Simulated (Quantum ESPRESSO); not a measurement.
**TePb: zone-centre phonons under several settings**

```
Pb Te
1.0
     4.00229    0.00000    0.00000
     0.00000    4.00229    0.00000
     0.00000    0.00000    4.00229
Pb Te
1 1
Direct
  0.00000 0.00000 0.00000
  0.50000 0.50000 0.50000
```

Measurements of this composition are mostly on another form, of space group No. 225.

All runs used Quantum ESPRESSO 7.5; k mesh 7 × 7 × 7; relaxed cell; no spin polarisation; cutoff 612 eV.

```csv
level,potentials,occupations,volume (Å³/atom),lowest optical mode without the field (cm⁻¹)
PBEsol,GBRV 1.5 PBEsol,"cold, width 0.136 eV",29.93,24i
PBE,GBRV 1.5 PBE,"cold, width 0.272 eV",31.89,41i
LDA,GBRV 1.5 LDA,"methfessel-paxton, width 0.272 eV",?,?
```

Task: What stands in the row left open?

Result: Volume 28.94 Å³/atom; lowest optical mode without the field 20 cm⁻¹.

Values marked i are imaginary: the cell is unstable against those modes at that level, or the meshes are too thin.

Caveats: the mesh is thin for the phonons of a metal; some modes are imaginary (some runs).

For the row left open. Caveat: the mesh is thin for the phonons of a metal.
